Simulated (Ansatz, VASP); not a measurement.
This is a calculation of NaCl for Ansatz 0.2.0.

File input.yaml:

```yaml
crystal:
  lattice:
    - [3.50219, 0.0, 0.0]
    - [0.0, 3.50219, 0.0]
    - [0.0, 0.0, 3.50219]
  atoms:
    - { symbol: Cl, position: [0.5, 0.5, 0.5] }
    - { symbol: Na, position: [0.0, 0.0, 0.0] }
kpoints:
  mp_grid: { grid: [8, 8, 8] }
scf:
  occupations: { method: gaussian, width: 0.012 }
hamiltonian:
  xc: pbe
  pseudopotentials: { kind: all_electron, lapw: { basis_error: 0.001 } }
output:
  forces: true
  stress: true
  eigenvalues: true
```

Potentials or basis: all-electron LAPW, scalar-relativistic.

The run is started by

```sh
$ ansatz run input.yaml --threads 1 --pin off --max-ram 3072MiB --backend cpu --events-out ev --progress --plain --runs-dir out
```

Task: Translate it to VASP 6.6.1. Potentials there: VASP PAW PBE potentials, release 64 (Cl, Na_pv).

Result: As run (the cutoff follows the program's own potentials):

INCAR

```
  PREC = Accurate
  ENCUT = 520
  EDIFF = 1E-6
  ISMEAR = 0
  SIGMA = 0.012
  LREAL = F
  LASPH = T
  NELM = 100
  ALGO = Normal
  ISIF = 2
  LWAVE = F
  LCHARG = F
  GGA = PE
  NBANDS = 14
```

Contents of KPOINTS:

```
Automatic mesh
0
Gamma
  8 8 8
```

Contents of POSCAR:

```
NaCl
1.0
    3.5021900000      0.0000000000      0.0000000000
    0.0000000000      3.5021900000      0.0000000000
    0.0000000000      0.0000000000      3.5021900000
Cl Na
1 1
Direct
    0.5000000000      0.5000000000      0.5000000000
    0.0000000000      0.0000000000      0.0000000000
```

Potentials or basis: VASP PAW PBE potentials, release 64 (Cl, Na_pv).

Launch:

```sh
$ cat potpaw_PBE.64/Cl/POTCAR potpaw_PBE.64/Na_pv/POTCAR > POTCAR
$ mpirun -np 1 vasp_std > vasp.out
```

Both were run:

|  | VASP | Ansatz | Ansatz less VASP |
| --- | --- | --- | --- |
| gap on the k mesh at the Fermi level (eV) | 3.98 | 3.98 | 0.000 |
| least direct gap on the mesh (eV) | 4.47 | 4.47 | 0.000 |
| pressure (GPa) | 0.1 | 0.1 | +0.06 |

Ansatz ran all-electron here, so the differences hold the error of VASP's frozen core and of both bases.

A k mesh can miss the band edges.
